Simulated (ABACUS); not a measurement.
# Si2W (I4/mmm) in ABACUS: reference runs

Aim: a first look at Si2W with PBEsol, on the cell as given and on a disturbed one.

All numbers are computed with ABACUS 3.10.1; they aren't measurements. Logs are shortened: lines on timing, memory, paths and dates and some standing lists are left out, and cuts for length are marked.

### Step 1. The structure

Symmetry: I4/mmm, No. 139, tetragonal system. Conventional cell: a = 3.214 Å, b = 3.214 Å, c = 7.830 Å, α = 90.00°, β = 90.00°, γ = 90.00°. Around W (site symmetry 4/mmm) lie 10 Si at 2.62 Å. Si (site symmetry 4mm) has 5 Si at 2.59 to 2.63 Å and 5 W at 2.62 Å as nearest neighbours.

### Step 2. Single point, PBEsol

INPUT

```
INPUT_PARAMETERS
suffix              Si2W
calculation         scf
basis_type          pw
pseudo_dir          ./
symmetry            1
dft_functional      pbesol
ecutwfc             74
pseudo_rcut         7
nspin               1
nbands              15
ks_solver           dav
smearing_method     fd
smearing_sigma      0.00367493
scf_thr             1e-08
scf_nmax            100
mixing_type         broyden
mixing_beta         0.7
cal_force           1
cal_stress          1
kpar                4
```

STRU

```
ATOMIC_SPECIES
W 183.8400 W.upf
Si 28.0850 Si.upf

LATTICE_CONSTANT
1.8897261246

LATTICE_VECTORS
-1.6069000000 1.6069000000 3.9149500000
1.6069000000 -1.6069000000 3.9149500000
1.6069000000 1.6069000000 -3.9149500000

ATOMIC_POSITIONS
Direct

W
0.0
1
0.0000000000 0.0000000000 0.0000000000 1 1 1

Si
0.0
2
0.6653000000 0.6653000000 0.0000000000 1 1 1
0.3347000000 0.3347000000 0.0000000000 1 1 1
```

KPT

```
K_POINTS
0
Gamma
12 12 12 0 0 0
```

Potentials or basis: PseudoDojo NC SR 0.4.1 PBEsol standard, plane waves.

Started as:

```
OMP_NUM_THREADS=1 mpirun -np 4 abacus > log
```

running log:

```text
ABACUS v3.10.1

               Atomic-orbital Based Ab-initio Computation at UStc

 ------------------------------------------------------------------------------------

 READING GENERAL INFORMATION
                           global_out_dir = OUT.Si2W/
                           global_in_card = INPUT
                               pseudo_dir = ./
[... 8 lines left out ...]

 READING ATOM TYPE 1
                               atom label = W
                      L=0, number of zeta = 1
                      L=1, number of zeta = 1
                      L=2, number of zeta = 1
             number of atom for this type = 1

 READING ATOM TYPE 2
                               atom label = Si
                      L=0, number of zeta = 1
                      L=1, number of zeta = 1
                      L=2, number of zeta = 1
             number of atom for this type = 2

                        TOTAL ATOM NUMBER = 3
DIRECT COORDINATES
    atom                   x                   y                   z     mag                  vx                  vy                  vz
taud_W1            0.0000000000        0.0000000000        0.0000000000  0.0000        0.0000000000        0.0000000000        0.0000000000
taud_Si1            0.6653000000        0.6653000000        0.0000000000  0.0000        0.0000000000        0.0000000000        0.0000000000
taud_Si2            0.3347000000        0.3347000000        0.0000000000  0.0000        0.0000000000        0.0000000000        0.0000000000

                          Volume (Bohr^3) = 272.873
                             Volume (A^3) = 40.4356

 Lattice vectors: (Cartesian coordinate: in unit of a_0)
              -1.6069             +1.6069            +3.91495
              +1.6069             -1.6069            +3.91495
              +1.6069             +1.6069            -3.91495
 Reciprocal vectors: (Cartesian coordinate: in unit of 2 pi/a_0)
                   +0           +0.311158           +0.127716
            +0.311158                  +0           +0.127716
            +0.311158           +0.311158                  +0
 The esolver type has been set to : ksdft_pw

                PAO radial cut off (Bohr) = 7

 Read in pseudopotential file is W.upf
                     pseudopotential type = NC
          exchange-correlation functional = PBESOL
                 nonlocal core correction = 1
                        valence electrons = 14
                                     lmax = 3
                           number of zeta = 4
                     number of projectors = 8
                           L of projector = 0
                           L of projector = 0
                           L of projector = 1
                           L of projector = 1
                           L of projector = 2
                           L of projector = 2
                           L of projector = 3
                           L of projector = 3
                PAO radial cut off (Bohr) = 7

 Read in pseudopotential file is Si.upf
                     pseudopotential type = NC
          exchange-correlation functional = PBESOL
                 nonlocal core correction = 1
                        valence electrons = 4
                                     lmax = 2
                           number of zeta = 2
[... 5 lines left out ...]
                           L of projector = 2
                           L of projector = 2
     initial pseudo atomic orbital number = 18

 SETUP THE ELECTRONS NUMBER
             electron number of element W = 14
       total electron number of element W = 14
            electron number of element Si = 4
      total electron number of element Si = 8
            AUTOSET number of electrons:  = 22
                           occupied bands = 11
                                   NBANDS = 15
                                   NLOCAL = 27

%%%%%%%%%%%%%%%%%%%%%%%%%%%%%%%%%%%%%%%%%%%%%%%%%%%%%%%%%%%%%%%%%%%%%%%%%%%%%%%%%%%%%%%%%%%%%%%%%%%%%%%%%%
 Warning: the number of valence electrons in pseudopotential > 6 for W: [Xe] 4f14 5d4 6s2
 Pseudopotentials with additional electrons can yield (more) accurate outcomes, but may be less efficient.
 If you're confident that your chosen pseudopotential is appropriate, you can safely ignore this warning.
%%%%%%%%%%%%%%%%%%%%%%%%%%%%%%%%%%%%%%%%%%%%%%%%%%%%%%%%%%%%%%%%%%%%%%%%%%%%%%%%%%%%%%%%%%%%%%%%%%%%%%%%%%

 SETUP THE PLANE WAVE BASIS
 energy cutoff for charge/potential (unit:Ry) = 296
            fft grid for charge/potential = [ 48, 48, 48 ]
                        fft grid division = [ 1, 1, 1 ]
        big fft grid for charge/potential = [ 48, 48, 48 ]
                                     nbxx = 110592
                                     nrxx = 110592

 SETUP PLANE WAVES FOR CHARGE/POTENTIAL
                    number of plane waves = 23469
                         number of sticks = 1503

 PARALLEL PW FOR CHARGE/POTENTIAL
     PROC   COLUMNS(POT)             PW
[... 64 lines left out ...]
       2 -0.08333333  0.00000000  0.08333333  0.0046       1
       3 -0.16666667  0.00000000  0.16666667  0.0046       2
       4 -0.25000000  0.00000000  0.25000000  0.0046       3
       5 -0.33333333  0.00000000  0.33333333  0.0046       4
       6 -0.41666667  0.00000000  0.41666667  0.0046       5
[... 22 lines left out ...]
      29  0.33333333  0.25000000  0.41666667  0.0093      40
      30  0.41666667  0.25000000  0.33333333  0.0093      41
[... 133 further k points ...]

                               nkstot now = 163
[... K-POINTS DIRECT COORDINATES: 163 rows ...]

           k-point number in this process = 41
       minimum distributed K point number = 40
[... stars of the k points ...]

[... K-POINTS CARTESIAN COORDINATES: 41 rows ...]

[... K-POINTS DIRECT COORDINATES: 41 rows ...]

 SETUP PLANE WAVES FOR WAVE FUNCTIONS
     energy cutoff for wavefunc (unit:Ry) = 74
              fft grid for wave functions = [ 48, 48, 48 ]
                    number of plane waves = 4311
                         number of sticks = 483

 PARALLEL PW FOR WAVE FUNCTIONS
     PROC   COLUMNS(POT)             PW
        1            483           4311
 --------------- sum -------------------
        1            483           4311

 SETUP NONLOCAL PSEUDOPOTENTIALS IN PLANE WAVE BASIS
 W non-local projectors:
 projector 1 L=0
 projector 2 L=0
 projector 3 L=1
 projector 4 L=1
 projector 5 L=2
 projector 6 L=2
 projector 7 L=3
 projector 8 L=3
 Si non-local projectors:
 projector 1 L=0
 projector 2 L=0
 projector 3 L=1
 projector 4 L=1
 projector 5 L=2
 projector 6 L=2
      TOTAL NUMBER OF NONLOCAL PROJECTORS = 68

 Init Non-Local PseudoPotential table :
 Init Non-Local-Pseudopotential done.

                                     npwx = 2959

 Make real space PAO into reciprocal space.
       max mesh points in Pseudopotential = 701
     dq(describe PAO in reciprocal space) = 0.01
                                    max q = 1037

 number of pseudo atomic orbitals for W is 4
WARNING: norm of atomic wavefunction # 3 of atomic type W is 0.999353, renormalized
WARNING: norm of atomic wavefunction # 4 of atomic type W is 0.996494, renormalized

 number of pseudo atomic orbitals for Si is 2
WARNING: norm of atomic wavefunction # 1 of atomic type Si is 0.999877, renormalized
WARNING: norm of atomic wavefunction # 2 of atomic type Si is 0.99628, renormalized

 -------------------------------------------
 SELF-CONSISTENT
 -------------------------------------------
                                 init_chg = atomic

 PW ALGORITHM --------------- ION=   1  ELEC=   1--------------------------------
 Notice: Threshold on eigenvalues was too large.
 hsover_error=0.22 > DRHO=0.0412895
 Origin diag ethr = 0.01
 New diag ethr = 0.000187679

 Density error is 0.0404099568827
                          Error Threshold = 0.000187679438069
----------------------------------------------------------
     Energy           Rydberg                 eV
----------------------------------------------------------
 E_KohnSham     -168.6841276262      -2295.0652978750
 E_Harris       -169.3327013004      -2303.8895954176
 E_Fermi        1.2326518555         16.7710888857
----------------------------------------------------------
[... 63 lines left out ...]
 Density error is 2.23452260434e-09
                          Error Threshold = 2.1118467772e-10
----------------------------------------------------------
     Energy           Rydberg                 eV
----------------------------------------------------------
 E_KohnSham     -168.6874114451      -2295.1099765238
 E_KS(sigma->0) -168.6873401467      -2295.1090064592
 E_Harris       -168.6870224631      -2295.1046841517
 E_band         -6.1292191788        -83.3923051230
 E_one_elec     -31.5044654800       -428.6402429718
 E_Hartree      27.5852460386        375.3165268562
 E_xc           -39.4908871464       -537.3010842664
 E_Ewald        -125.2771622604      -1704.4832360127
 E_entropy(-TS) -0.0001425968        -0.0019401292
 E_descf        0.0000000000         0.0000000000
 E_exx          0.0000000000         0.0000000000
 E_Fermi        1.2218822371         16.6245607097
----------------------------------------------------------

 charge density convergence is achieved
 final etot is -2295.1099765 eV
 EFERMI = 16.62456071 eV

 STATE ENERGY(eV) AND OCCUPATIONS    NSPIN == 1
 1/41 kpoint (Cartesian) = 0.0000 0.0000 0.0000 (2945 pws)
       1       -57.2298     0.00115741
       2       -21.4841     0.00115741
       3       -21.4587     0.00115741
       4       -21.4587     0.00115741
       5        2.54169     0.00115741
       6        9.75137     0.00115741
       7        12.8902     0.00115741
       8        13.2604     0.00115741
       9        13.7704     0.00115741
      10        13.7704     0.00115741
      11        17.2170    8.26559e-09
      12        19.3707    1.62527e-27
      13        19.6945    2.50466e-30
      14        19.6945    2.50466e-30
      15        21.2140    1.58406e-43
[... 71 lines left out ...]
       2       -21.6624     0.00925926
       3       -21.4686     0.00925926
       4       -21.4399     0.00925926
       5        5.54117     0.00925926
       6        7.77595     0.00925926
       7        10.9195     0.00925926
       8        11.8427     0.00925926
       9        13.9209     0.00925926
      10        13.9251     0.00925926
      11        15.8997     0.00925925
      12        18.8896    1.96214e-22
      13        19.7545    6.02662e-30
      14        19.9527    1.14580e-31
      15        21.1631    3.50807e-42

[... levels at 35 further k points ...]

------------------------------------------------------------------------------------------
 TOTAL-FORCE (eV/Angstrom)
------------------------------------------------------------------------------------------
                        W1         0.0000000000         0.0000000000         0.0000000000
                       Si1         0.0000000000         0.0000000000         0.0244511990
                       Si2         0.0000000000         0.0000000000        -0.0244511990
------------------------------------------------------------------------------------------

----------------------------------------------------------------
 TOTAL-STRESS (KBAR)
----------------------------------------------------------------
       -21.3588004770        -0.0000000000         0.0000000000
        -0.0000000000       -21.3588004770        -0.0000000000
         0.0000000000         0.0000000000       -15.9037470963
----------------------------------------------------------------
 TOTAL-PRESSURE: -19.540449 KBAR

 --------------------------------------------
 !FINAL_ETOT_IS -2295.1099765238054715 eV
 --------------------------------------------
```

It took 59 s on 4 MPI ranks of Intel Xeon Platinum 8259CL at 2.50GHz (Skylake/Cascade Lake), shared host; peak memory 0.48 GiB.

Results:

* Free energy: -2295.1100 eV
* Pressure: -2.0 GPa
* Largest force: 0.024 eV/Å
* Band gap on the k mesh: none (metal or under the smearing width)

Forces on the atoms (eV/Å):
```
W    0.000  0.000  0.000
Si   0.000  0.000  0.024
Si   0.000  0.000 -0.024
```

Stress tensor (GPa, compression positive):
```
-2.14  0.00  0.00
 0.00 -2.14  0.00
 0.00  0.00 -1.59
```

Levels at points of the mesh, in eV from the Fermi level:
```csv
k point,band 8,band 9,band 10,band 11,band 12,band 13,band 14,band 15
"(0.00, 0.00, 0.00)",-3.36,-2.85,-2.85,0.59,2.75,3.07,3.07,4.59
"(0.50, 0.00, 0.50)",-4.86,-2.81,-2.79,-0.46,2.66,2.79,3.93,4.40
"(0.50, 0.50, 0.00)",-5.48,-5.03,-3.27,-1.77,2.80,2.93,3.09,3.89
"(0.50, 0.50, 0.50)",-2.60,-0.84,-0.84,-0.52,-0.52,0.77,4.51,4.84
```

Caveat: there are fewer bands than atomic start orbitals, so a level may be missed at k points of high symmetry.

(Part 1 of 2 ends here.)
